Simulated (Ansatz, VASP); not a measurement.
Two plane-wave programs on Bi

File POSCAR:

```
Bi
1.0
   -1.9814305318      1.9814305318      1.9814305318
    1.9814305318     -1.9814305318      1.9814305318
    1.9814305318      1.9814305318     -1.9814305318
Bi
1
Direct
    0.0000000000      0.0000000000      0.0000000000
```

The input INCAR.step1:

```
  ALGO = Normal
  EDIFF = 1E-4
  ENCUT = 520
  GGA = PE
  ISMEAR = -1
  LASPH = True
  LCHARG = False
  LREAL = False
  LWAVE = True
  NBANDS = 14
  NELM = 100
  PREC = Accurate
  SIGMA = 0.05
```

INCAR.step2

```
  ALGO = Normal
  EDIFF = 1E-6
  ENCUT = 520
  ISIF = 2
  ISMEAR = -1
  ISTART = 1
  LASPH = True
  LCHARG = False
  LMIXTAU = True
  LREAL = False
  LWAVE = False
  METAGGA = R2SCAN
  NBANDS = 14
  NELM = 100
  PREC = Accurate
  SIGMA = 0.05
```

File KPOINTS:

```
k-points
0
Gamma
  9 9 9
```

File input.yaml:

```yaml
crystal:
  lattice:
    - [-1.9814305318, 1.9814305318, 1.9814305318]
    - [1.9814305318, -1.9814305318, 1.9814305318]
    - [1.9814305318, 1.9814305318, -1.9814305318]
  atoms:
    - { symbol: Bi, position: [0.0, 0.0, 0.0] }
hamiltonian:
  xc: r2scan
  pseudopotentials: { kind: paw }
kpoints:
  mp_grid: { grid: [9, 9, 9] }
scf:
  occupations: { method: fermi_dirac, width: 0.05 }
output:
  forces: true
  stress: true
  eigenvalues: true
```

This isn't the form of Bi at room conditions, which is rhombohedral.

Alike in both runs: task single point; functional r2SCAN; k mesh 9 × 9 × 9; occupations fermi-dirac, width 0.05 eV; no spin polarisation.

|  | VASP | Ansatz |
| --- | --- | --- |
| version | VASP 6.6.1 | Ansatz 0.2.0 |
| potentials or method | VASP PAW PBE potentials, release 64 (Bi_d) | Ansatz PAW |
| plane-wave cutoff (eV) | 520 | 500 |
| valence electrons in the cell | 15 | 15 |

```csv
,VASP,Ansatz,Ansatz less VASP
gap on the k mesh at the Fermi level (eV),none,none,-
pressure (GPa),0.0,0.1,+0.05
```

A gap of «none» marks a metal or a gap that the smearing closes.

Caveats: spin-orbit coupling is left out, which moves the levels of the heavy elements; the PAW data sets were made with another functional, which shifts forces and pressure a little (VASP); the PAW data sets come from PBE, with cores solved anew for the run's functional, which leaves a small shift of forces and pressure (Ansatz).
